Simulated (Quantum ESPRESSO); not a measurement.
# Ta (Im-3m) in Quantum ESPRESSO: equation of state

Aim: energy against volume of Ta in PBEsol, for its equilibrium volume and stiffness.

Program: Quantum ESPRESSO 7.5. These are calculated values, not measurements. Logs are shortened: lines on timing, memory, paths and dates and some standing lists are left out, and cuts for length are marked.

**Measured values to compare with.**

From “Pressure effects on the electronic structure and superconductivity of (TaNb)0.67(HfZrTi)0.33 high entropy alloy”, 2019, arxiv:1910.08312, for a bulk crystal of Ta: bulk modulus 194 GPa.

The results are compared with them further down.

### 1 The structure

The structure is cubic, space group Im-3m (No. 229). The conventional cell has a = 3.303 Å, b = 3.303 Å, c = 3.303 Å, α = 90.00°, β = 90.00°, γ = 90.00°. Ta (site symmetry m-3m) is surrounded by 8 Ta at 2.86 Å.

### 2 Single point, PBEsol, 16.93 Å³/atom

Contents of pw.in:

```
&CONTROL
  calculation = 'scf'
  prefix = 'pwscf'
  outdir = './tmp'
  pseudo_dir = './pseudo'
  tprnfor = .true.
  tstress = .true.
  disk_io = 'nowf'
/
&SYSTEM
  ibrav = 0
  nat = 1
  ntyp = 1
  ecutwfc = 56
  ecutrho = 448
  nbnd = 12
  occupations = 'smearing'
  smearing = 'fd'
  degauss = 0.00367493
/
&ELECTRONS
  conv_thr = 2d-10
  electron_maxstep = 120
  mixing_beta = 0.5
/
ATOMIC_SPECIES
Ta   180.9479 ta_pbesol_v1.uspp.F.UPF
CELL_PARAMETERS angstrom
  -1.6175709496    1.6175709496    1.6175709496
   1.6175709496   -1.6175709496    1.6175709496
   1.6175709496    1.6175709496   -1.6175709496
ATOMIC_POSITIONS crystal
Ta     0.0000000000    0.0000000000    0.0000000000
K_POINTS automatic
11 11 11 0 0 0
```

Potentials or basis: GBRV 1.5 PBEsol.

Command:

```console
OMP_NUM_THREADS=1 mpirun -n 2 pw.x -nk 2 -in pw.in > pw.out
```

pw.out:

```text
This program is part of the open-source Quantum ESPRESSO suite
     for quantum simulation of materials; please cite
         "P. Giannozzi et al., J. Phys.:Condens. Matter 21 395502 (2009);
         "P. Giannozzi et al., J. Phys.:Condens. Matter 29 465901 (2017);
         "P. Giannozzi et al., J. Chem. Phys. 152 154105 (2020);
     in publications or presentations arising from this work. More details at

     Message from routine setup:
     using ibrav=0 with symmetry is DISCOURAGED, use correct ibrav instead

     K-points division:     npool     =       2
     Subspace diagonalization in iterative solution of the eigenvalue problem:
     a serial algorithm will be used

     G-vector sticks info
     --------------------
     sticks:   dense  smooth     PW     G-vecs:    dense   smooth      PW
     Sum         941     471    155                18245     6531    1205

     Using Slab Decomposition

     bravais-lattice index     =            0
     lattice parameter (alat)  =       5.2945  a.u.
     unit-cell volume          =     114.2475 (a.u.)^3
     number of atoms/cell      =            1
     number of atomic types    =            1
     number of electrons       =        13.00
     number of Kohn-Sham states=           12
     kinetic-energy cutoff     =      56.0000  Ry
     charge density cutoff     =     448.0000  Ry
     scf convergence threshold =      2.0E-10
     mixing beta               =       0.5000
     number of iterations used =            8  plain     mixing
     Exchange-correlation= SLA  PW   PSX  PSC
                           (   1   4  10   8   0   0   0)

     celldm(1)=   5.294474  celldm(2)=   0.000000  celldm(3)=   0.000000
     celldm(4)=   0.000000  celldm(5)=   0.000000  celldm(6)=   0.000000

     crystal axes: (cart. coord. in units of alat)
               a(1) = (  -0.577350   0.577350   0.577350 )
               a(2) = (   0.577350  -0.577350   0.577350 )
               a(3) = (   0.577350   0.577350  -0.577350 )

     reciprocal axes: (cart. coord. in units 2 pi/alat)
               b(1) = ( -0.000000  0.866025  0.866025 )
               b(2) = (  0.866025 -0.000000  0.866025 )
               b(3) = (  0.866025  0.866025  0.000000 )

     PseudoPot. # 1 for Ta read from file:
     ta_pbesol_v1.uspp.F.UPF
     Pseudo is Ultrasoft + core correction, Zval = 13.0
     Generated by new atomic code, or converted to UPF format
     Using radial grid of  921 points,  7 beta functions with:
                l(1) =   0
                l(2) =   0
                l(3) =   1
                l(4) =   1
                l(5) =   2
                l(6) =   2
                l(7) =   3
     Q(r) pseudized with  6 coefficients,  rinner =    1.300   1.300   1.300
                                                       1.300   1.300   1.300
                                                       1.300

     atomic species   valence    mass     pseudopotential
     Ta               13.00   180.94790     Ta( 1.00)

     48 Sym. Ops., with inversion, found

   Cartesian axes

     site n.     atom                  positions (alat units)
         1        Ta     tau(   1) = (   0.0000000   0.0000000   0.0000000  )

     number of k points=    56  Fermi-Dirac smearing, width (Ry)=  0.0037
                       cart. coord. in units 2pi/alat
        k(    1) = (   0.0000000   0.0000000   0.0000000), wk =   0.0015026
        k(    2) = (   0.0787296   0.0787296   0.0000000), wk =   0.0180316
        k(    3) = (   0.1574592   0.1574592   0.0000000), wk =   0.0180316
        k(    4) = (   0.2361887   0.2361887   0.0000000), wk =   0.0180316
        k(    5) = (   0.3149183   0.3149183   0.0000000), wk =   0.0180316
        k(    6) = (   0.3936479   0.3936479   0.0000000), wk =   0.0180316
[... 48 lines left out ...]
        k(   55) = (  -0.7872958  -0.0787296  -0.0787296), wk =   0.0120210
        k(   56) = (  -0.0000000  -0.0000000   0.7872958), wk =   0.0090158

     Dense  grid:    18245 G-vectors     FFT dimensions: (  36,  36,  36)

     Smooth grid:     6531 G-vectors     FFT dimensions: (  25,  25,  25)

     Initial potential from superposition of free atoms

     starting charge      12.9990, renormalised to      13.0000

     negative rho (up, down):  9.270E-02 0.000E+00
     Starting wfcs are   13 randomized atomic wfcs

     Self-consistent Calculation

     iteration #  1     ecut=    56.00 Ry     beta= 0.50
     Davidson diagonalization with overlap
     ethr =  1.00E-02,  avg # of iterations =  3.8

     Threshold (ethr) on eigenvalues was too large:
     Diagonalizing with lowered threshold

     Davidson diagonalization with overlap
     ethr =  1.52E-04,  avg # of iterations =  1.8

     negative rho (up, down):  9.522E-02 0.000E+00

     total energy              =    -141.75161989 Ry
     estimated scf accuracy    <       0.02055664 Ry

     iteration #  2     ecut=    56.00 Ry     beta= 0.50
     Davidson diagonalization with overlap
     ethr =  1.58E-04,  avg # of iterations =  1.9

     negative rho (up, down):  9.717E-02 0.000E+00

     total energy              =    -141.75310646 Ry
     estimated scf accuracy    <       0.00157066 Ry

     iteration #  3     ecut=    56.00 Ry     beta= 0.50
     Davidson diagonalization with overlap
     ethr =  1.21E-05,  avg # of iterations =  2.2

     negative rho (up, down):  9.822E-02 0.000E+00

     total energy              =    -141.75327722 Ry
     estimated scf accuracy    <       0.00009991 Ry

     iteration #  4     ecut=    56.00 Ry     beta= 0.50
     Davidson diagonalization with overlap
     ethr =  7.69E-07,  avg # of iterations =  1.4

     negative rho (up, down):  9.818E-02 0.000E+00

     total energy              =    -141.75328032 Ry
     estimated scf accuracy    <       0.00000143 Ry

     iteration #  5     ecut=    56.00 Ry     beta= 0.50
     Davidson diagonalization with overlap
     ethr =  1.10E-08,  avg # of iterations =  1.4

     negative rho (up, down):  9.819E-02 0.000E+00

     total energy              =    -141.75328032 Ry
     estimated scf accuracy    <       0.00000019 Ry

     iteration #  6     ecut=    56.00 Ry     beta= 0.50
     Davidson diagonalization with overlap
     ethr =  1.44E-09,  avg # of iterations =  2.1

     negative rho (up, down):  9.818E-02 0.000E+00

     total energy              =    -141.75328036 Ry
     estimated scf accuracy    <          1.4E-09 Ry

     iteration #  7     ecut=    56.00 Ry     beta= 0.50
     Davidson diagonalization with overlap
     ethr =  1.06E-11,  avg # of iterations =  2.0

     negative rho (up, down):  9.818E-02 0.000E+00

     total energy              =    -141.75328036 Ry
     estimated scf accuracy    <          8.5E-10 Ry

     iteration #  8     ecut=    56.00 Ry     beta= 0.50
     Davidson diagonalization with overlap
     ethr =  6.54E-12,  avg # of iterations =  2.0

     negative rho (up, down):  9.818E-02 0.000E+00

     End of self-consistent calculation

          k = 0.0000 0.0000 0.0000 (   791 PWs)   bands (ev):

   -47.1650 -12.9867 -12.9867 -12.9867  11.6412  20.5154  20.5154  20.5154
    24.0116  24.0116  34.6569  34.6569

          k = 0.0787 0.0787 0.0000 (   809 PWs)   bands (ev):

   -47.1531 -13.1120 -13.0247 -12.9876  12.0352  20.2590  20.4276  20.9066
    23.6224  24.0110  35.0089  35.3328

          k = 0.1575 0.1575 0.0000 (   820 PWs)   bands (ev):

   -47.1209 -13.4376 -13.1254 -12.9900  13.0886  19.6425  20.0197  22.0470
    23.2495  24.0663  35.5590  37.1982

          k = 0.2362 0.2362 0.0000 (   812 PWs)   bands (ev):

   -47.0785 -13.8433 -13.2543 -12.9932  14.3503  18.9501  19.6206  23.4934
    23.8288  24.2740  34.7827  36.7661

          k = 0.3149 0.3149 0.0000 (   806 PWs)   bands (ev):

   -47.0393 -14.1981 -13.3701 -12.9963  15.0511  18.3949  20.1926  23.9224
    24.6414  26.0101  33.1093  34.3990

          k = 0.3936 0.3936 0.0000 (   814 PWs)   bands (ev):

   -47.0159 -14.4016 -13.4378 -12.9982  15.1313  18.0931  21.4379  23.9867
    24.9849  27.9067  31.9448  32.7699

          k = 0.1575 0.0787 0.0787 (   817 PWs)   bands (ev):

   -47.1310 -13.3360 -13.0672 -13.0174  12.7668  19.9215  20.0312  21.7347
    23.1336  24.1666  35.5517  36.5826

          k = 0.2362 0.1575 0.0787 (   813 PWs)   bands (ev):

   -47.0937 -13.6828 -13.1890 -13.0319  13.9909  19.2736  19.5086  22.9798
    23.2845  24.4484  35.7589  37.1907

          k = 0.3149 0.2362 0.0787 (   810 PWs)   bands (ev):

   -47.0529 -14.0376 -13.3333 -13.0383  15.0880  18.6578  19.4510  23.4002
    24.7319  25.3212  34.0698  35.7596

          k = 0.3936 0.3149 0.0787 (   803 PWs)   bands (ev):

   -47.0215 -14.2970 -13.4433 -13.0424  15.4233  18.2587  20.4064  23.8227
    25.0166  27.4666  32.6387  33.4397

          k = 0.4724 0.3936 0.0787 (   814 PWs)   bands (ev):

   -47.0098 -14.3914 -13.4839 -13.0438  15.4171  18.1202  21.1726  23.7844
    25.2825  28.5918  31.9619  32.4783

          k = 0.3149 0.1575 0.1575 (   811 PWs)   bands (ev):

   -47.0579 -13.9504 -13.3153 -13.0883  15.2097  18.7385  19.0965  22.9934
    24.8519  25.2131  34.7083  36.9291

          k = 0.3936 0.2362 0.1575 (   805 PWs)   bands (ev):

   -47.0249 -14.1599 -13.4862 -13.1131  16.0594  18.3656  19.2916  23.4262
    24.9921  27.4727  32.9097  35.4377

          k = 0.4724 0.3149 0.1575 (   812 PWs)   bands (ev):

   -47.0052 -14.2711 -13.6026 -13.1225  16.1826  18.2536  20.0134  23.7148
    25.2372  29.4020  31.1147  33.9791
[... 163 lines left out ...]
   -46.9604 -14.1121 -13.9200 -13.3868  17.3434  17.4865  19.3146  23.9100
    25.2230  30.2982  31.2048  33.9600

          k =-0.0000-0.0000 0.4724 (   811 PWs)   bands (ev):

   -47.0050 -13.8345 -13.5484 -13.5484  16.4827  18.1350  21.4064  21.4064
    23.6124  25.0528  35.1463  39.3791

          k =-0.0000-0.0787 0.5511 (   803 PWs)   bands (ev):

   -46.9718 -14.0152 -13.6752 -13.5939  16.8971  17.3629  21.5905  21.9943
    25.2641  25.5352  35.1876  36.9139

          k =-0.0000-0.1575 0.6298 (   802 PWs)   bands (ev):

   -46.9520 -14.1581 -13.7491 -13.5805  16.6234  17.3679  21.4798  21.8883
    27.2185  27.7694  32.2760  34.5320

          k = 0.0787-0.0787 0.6298 (   807 PWs)   bands (ev):

   -46.9465 -14.0718 -13.8375 -13.6289  16.7447  16.9045  21.4454  23.4373
    25.5671  27.7556  33.0694  34.5686

          k =-0.7873-0.1575-0.1575 (   803 PWs)   bands (ev):

   -46.9371 -14.0930 -13.9146 -13.6234  16.5528  16.8371  21.2542  23.9922
    26.3503  30.0849  30.7909  32.8392

          k =-0.0000-0.0000 0.6298 (   804 PWs)   bands (ev):

   -46.9413 -13.9700 -13.8065 -13.8065  16.5348  16.6863  23.2629  23.2629
    25.5083  25.7993  34.7176  34.7176

          k =-0.0000-0.0787 0.7086 (   812 PWs)   bands (ev):

   -46.9231 -14.0455 -13.8830 -13.8256  16.1347  16.3257  23.7931  23.7972
    26.9492  27.9265  31.7357  32.5202

          k =-0.7873-0.0787-0.0787 (   817 PWs)   bands (ev):

   -46.9144 -13.9972 -13.9972 -13.8383  15.9979  15.9979  23.7660  26.1352
    26.1352  30.2656  30.2656  30.4642

          k =-0.0000-0.0000 0.7873 (   824 PWs)   bands (ev):

   -46.9060 -13.9836 -13.9610 -13.9610  15.7083  15.7650  26.0479  26.0479
    26.9442  28.3525  30.2899  30.2899

     the Fermi energy is    19.7898 ev

!    total energy              =    -141.75328036 Ry
     estimated scf accuracy    <          9.4E-12 Ry
     smearing contrib. (-TS)   =      -0.00044901 Ry
     internal energy E=F+TS    =    -141.75283135 Ry

     The total energy is F=E-TS. E is the sum of the following terms:
     one-electron contribution =     -12.46483812 Ry
     hartree contribution      =      13.42158738 Ry
     xc contribution           =     -42.10808928 Ry
     ewald contribution        =    -100.60149133 Ry

     convergence has been achieved in   8 iterations

     negative rho (up, down):  9.818E-02 0.000E+00

     Forces acting on atoms (cartesian axes, Ry/au):

     atom    1 type  1   force =     0.00000000    0.00000000    0.00000000

     Total force =     0.000000     Total SCF correction =     0.000000

     Computing stress (Cartesian axis) and pressure

     negative rho (up, down):  9.818E-02 0.000E+00
          total   stress  (Ry/bohr**3)                   (kbar)     P=       92.58
   0.00062935   0.00000000   0.00000000           92.58        0.00        0.00
   0.00000000   0.00062935   0.00000000            0.00       92.58        0.00
   0.00000000   0.00000000   0.00062935            0.00        0.00       92.58

=------------------------------------------------------------------------------=
   JOB DONE.
=------------------------------------------------------------------------------=
```

Wall time 4.3 s (2 MPI ranks of Intel Xeon 6975P-C (Granite Rapids), shared host); peak memory 0.22 GiB.

What came out:

| Property | Result |
| --- | --- |
| Free energy | -1928.6516 eV |
| Pressure | 9.3 GPa |
| Band gap on the k mesh | none (metal or under the smearing width) |

### 3 Single point, PBEsol, 17.29 Å³/atom

Edit pw.in of step 2 so:

```diff
@@ -28,5 +28,5 @@
 CELL_PARAMETERS angstrom
-  -1.6175709496    1.6175709496    1.6175709496
-   1.6175709496   -1.6175709496    1.6175709496
-   1.6175709496    1.6175709496   -1.6175709496
+  -1.6289626696    1.6289626696    1.6289626696
+   1.6289626696   -1.6289626696    1.6289626696
+   1.6289626696    1.6289626696   -1.6289626696
 ATOMIC_POSITIONS crystal
```

Potentials or basis: GBRV 1.5 PBEsol.

Command:

```console
OMP_NUM_THREADS=1 mpirun -n 2 pw.x -nk 2 -in pw.in > pw.out
```

Run time: 4.3 s. Hardware: 2 MPI ranks of Intel Xeon 6975P-C (Granite Rapids), shared host; peak memory 0.22 GiB.

It converged, with:

* Free energy: -1928.6667 eV
* Pressure: 4.1 GPa
* Band gap on the k mesh: none (metal or under the smearing width)

### 4 Single point, PBEsol, 17.65 Å³/atom

Edit pw.in of step 3 so:

```diff
@@ -28,5 +28,5 @@
 CELL_PARAMETERS angstrom
-  -1.6289626696    1.6289626696    1.6289626696
-   1.6289626696   -1.6289626696    1.6289626696
-   1.6289626696    1.6289626696   -1.6289626696
+  -1.6401972500    1.6401972500    1.6401972500
+   1.6401972500   -1.6401972500    1.6401972500
+   1.6401972500    1.6401972500   -1.6401972500
 ATOMIC_POSITIONS crystal
```

Command:

```console
OMP_NUM_THREADS=1 mpirun -n 2 pw.x -nk 2 -in pw.in > pw.out
```

Wall time 4.9 s (2 MPI ranks of Intel Xeon 6975P-C (Granite Rapids), shared host); peak memory 0.22 GiB.

The run converged. Its results:

```
Free energy            : -1928.6708 eV
Pressure               : -0.4 GPa
Band gap on the k mesh : none (metal or under the smearing width)
```

### 5 Single point, PBEsol, 18.01 Å³/atom

Edit pw.in of step 4 so:

```diff
@@ -28,5 +28,5 @@
 CELL_PARAMETERS angstrom
-  -1.6401972500    1.6401972500    1.6401972500
-   1.6401972500   -1.6401972500    1.6401972500
-   1.6401972500    1.6401972500   -1.6401972500
+  -1.6512800000    1.6512800000    1.6512800000
+   1.6512800000   -1.6512800000    1.6512800000
+   1.6512800000    1.6512800000   -1.6512800000
 ATOMIC_POSITIONS crystal
```

Command:

```console
OMP_NUM_THREADS=1 mpirun -n 2 pw.x -nk 2 -in pw.in > pw.out
```

Wall time 4.5 s (2 MPI ranks of Intel Xeon 6975P-C (Granite Rapids), shared host); peak memory 0.24 GiB.

Results (log left out):

| Property | Result |
| --- | --- |
| Free energy | -1928.6653 eV |
| Pressure | -4.5 GPa |
| Band gap on the k mesh | none (metal or under the smearing width) |

### 6 Single point, PBEsol, 18.37 Å³/atom

Edit pw.in of step 5 so:

```diff
@@ -28,5 +28,5 @@
 CELL_PARAMETERS angstrom
-  -1.6512800000    1.6512800000    1.6512800000
-   1.6512800000   -1.6512800000    1.6512800000
-   1.6512800000    1.6512800000   -1.6512800000
+  -1.6622159478    1.6622159478    1.6622159478
+   1.6622159478   -1.6622159478    1.6622159478
+   1.6622159478    1.6622159478   -1.6622159478
 ATOMIC_POSITIONS crystal
```

Potentials or basis: GBRV 1.5 PBEsol.

Command:

```console
OMP_NUM_THREADS=1 mpirun -n 2 pw.x -nk 2 -in pw.in > pw.out
```

Wall time 4.6 s (2 MPI ranks of Intel Xeon 6975P-C (Granite Rapids), shared host); peak memory 0.24 GiB.

The run converged. Its results:

* Free energy: -1928.6510 eV
* Pressure: -8.1 GPa
* Band gap on the k mesh: none (metal or under the smearing width)

### 7 Single point, PBEsol, 18.73 Å³/atom

Edit pw.in of step 6 so:

```diff
@@ -28,5 +28,5 @@
 CELL_PARAMETERS angstrom
-  -1.6622159478    1.6622159478    1.6622159478
-   1.6622159478   -1.6622159478    1.6622159478
-   1.6622159478    1.6622159478   -1.6622159478
+  -1.6730098603    1.6730098603    1.6730098603
+   1.6730098603   -1.6730098603    1.6730098603
+   1.6730098603    1.6730098603   -1.6730098603
 ATOMIC_POSITIONS crystal
```

Command:

```console
OMP_NUM_THREADS=1 mpirun -n 2 pw.x -nk 2 -in pw.in > pw.out
```

Wall time 5.5 s (2 MPI ranks of Intel Xeon 6975P-C (Granite Rapids), shared host); peak memory 0.24 GiB.

The run converged. Its results:

```
Free energy            : -1928.6290 eV
Pressure               : -11.4 GPa
Band gap on the k mesh : none (metal or under the smearing width)
```

### 8 Single point, PBEsol, 19.09 Å³/atom

Edit pw.in of step 7 so:

```diff
@@ -28,5 +28,5 @@
 CELL_PARAMETERS angstrom
-  -1.6730098603    1.6730098603    1.6730098603
-   1.6730098603   -1.6730098603    1.6730098603
-   1.6730098603    1.6730098603   -1.6730098603
+  -1.6836662614    1.6836662614    1.6836662614
+   1.6836662614   -1.6836662614    1.6836662614
+   1.6836662614    1.6836662614   -1.6836662614
 ATOMIC_POSITIONS crystal
```

Command:

```console
OMP_NUM_THREADS=1 mpirun -n 2 pw.x -nk 2 -in pw.in > pw.out
```

It took 5.6 s on 2 MPI ranks of Intel Xeon 6975P-C (Granite Rapids), shared host; peak memory 0.24 GiB.

The run converged. Its results:

- Free energy: -1928.6000 eV
- Pressure: -14.4 GPa
- Band gap on the k mesh: none (metal or under the smearing width)

### 9 Equation of state, PBEsol

Potentials or basis: GBRV 1.5 PBEsol.

This step only gathers the single runs of the series.

Results:

```yaml
Equilibrium_volume: 17.62 Å³/atom
Bulk_modulus: 213 GPa
Pressure_derivative_of_the_bulk_modulus: 4.4
```

Energy against volume, from the lowest point:
```
volume (Å³/atom)  energy (meV/atom)
          16.930              19.18
          17.290               4.15
          17.650               0.00
          18.010               5.56
          18.371              19.78
          18.731              41.78
          19.091              70.78
```

### 10 How close it comes

Step 9. Against the measured bulk modulus of Ta, 194 GPa (quoted in “Pressure effects on the electronic structure and superconductivity of (TaNb)0.67(HfZrTi)0.33 high entropy alloy”, 2019, arxiv:1910.08312), the calculated 213 GPa is off by +9.8 %. The fit is for a static lattice scaled at fixed shape and fixed fractional positions.
